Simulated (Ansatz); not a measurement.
**Levels of theory for SrTiO₃ (I4/mcm)**

All numbers come from Ansatz. No magnetic order and no zero-point or thermal motion.

Structure: a 10-atom cell of SrTiO₃ (I4/mcm) from a materials database, at its r2SCAN minimum. Space group I4/mcm (No. 140), tetragonal; a = 5.518 Å, c = 7.827 Å in the conventional setting, 11.92 Å³ an atom. Sr has 12 O at 2.67–2.86 Å; Ti has 6 O at 1.96 Å; O has 2 Ti at 1.96 Å and 4 Sr at 2.67–2.86 Å; O has 2 Ti at 1.96 Å and 4 Sr at 2.76 Å.

```yaml
crystal:
  lattice:
    - [-2.75891, 2.75891, 3.91361]
    - [2.75891, -2.75891, 3.91361]
    - [2.75891, 2.75891, -3.91361]
  atoms:
    - { symbol: Sr, position: [0.75000, 0.25000, 0.50000] }
    - { symbol: Sr, position: [0.25000, 0.75000, 0.50000] }
    - { symbol: Ti, position: [0.00000, 0.00000, 0.00000] }
    - { symbol: Ti, position: [0.50000, 0.50000, 0.00000] }
    - { symbol: O, position: [0.76690, 0.26690, 0.03380] }
    - { symbol: O, position: [0.26690, 0.23310, 0.50000] }
    - { symbol: O, position: [0.73310, 0.76690, 0.50000] }
    - { symbol: O, position: [0.23310, 0.73310, 0.96620] }
    - { symbol: O, position: [0.75000, 0.75000, 0.00000] }
    - { symbol: O, position: [0.25000, 0.25000, 0.00000] }
```

Relaxed lattice by functional, symmetry kept:
```
functional  k mesh  a (Å)  c (Å)  volume (Å³/atom)
       PBE   6×6×6  5.555  7.893             12.18
    r2SCAN   6×6×6  5.518  7.827             11.92
    PBEsol   6×6×6  5.487  7.809             11.76
```

Band edges at fixed r2SCAN geometry:

| level | k mesh | gap (eV) | kind | edges | least direct gap (eV) | rough cost |
| --- | --- | --- | --- | --- | --- | --- |
| PBE | 6×6×6 | 1.94 | direct | Γ | 1.94 | 30 core-seconds |
| PBE+SOC | 6×6×6 | 1.93 | direct | Γ | 1.93 | 2.7 core-minutes |
| r2SCAN | 6×6×6 | 2.31 | direct | Γ | 2.31 | 40 core-seconds |
| HSE06 | 4×4×4 | 3.39 | direct | Γ | 3.39 | 8 core-minutes |
| PBE0 | 4×4×4 | 4.13 | direct | Γ | 4.13 | 8 core-minutes |

PBE: smearing of 0.02 eV; the others have fixed occupations.
Wave cutoffs: 420 eV, 500 eV (r2SCAN).
Costs come from shared machines and give only the order; PBE's includes the band path. The runs had 4 threads of Arm Neoverse V1, with other jobs on the host.

With HSE06 the gap is 3.39 eV and direct, at Γ. Spin-orbit coupling changes the PBE gap by -0.02 eV, to 1.93 eV.

r2SCAN covers 26 % of the step from PBE to HSE06, while HSE06 needs about 12 times r2SCAN's rough cost (on a coarser mesh). Spin-orbit coupling moves the least or the direct gap by up to 0.02 eV, so it can be left out where a tenth of an eV counts. All these functionals give a gap of the same kind, direct.

On the PBEsol cell (a = 5.487 Å, c = 7.809 Å), with PBEsol: 2 optical levels at Γ are imaginary (68i, 63i cm⁻¹, printed negative), so this structure is unstable at this level. The electronic dielectric tensor ε∞ is 6.31 along x and y, 6.35 along z. Born charges, averaged over directions: Sr +2.54, Ti +7.27, O -3.27 to -3.26 e.

Only the levels marked +SOC include spin-orbit coupling.

The meshes of the hybrids are coarse, so their gaps aren't converged to the digits shown.
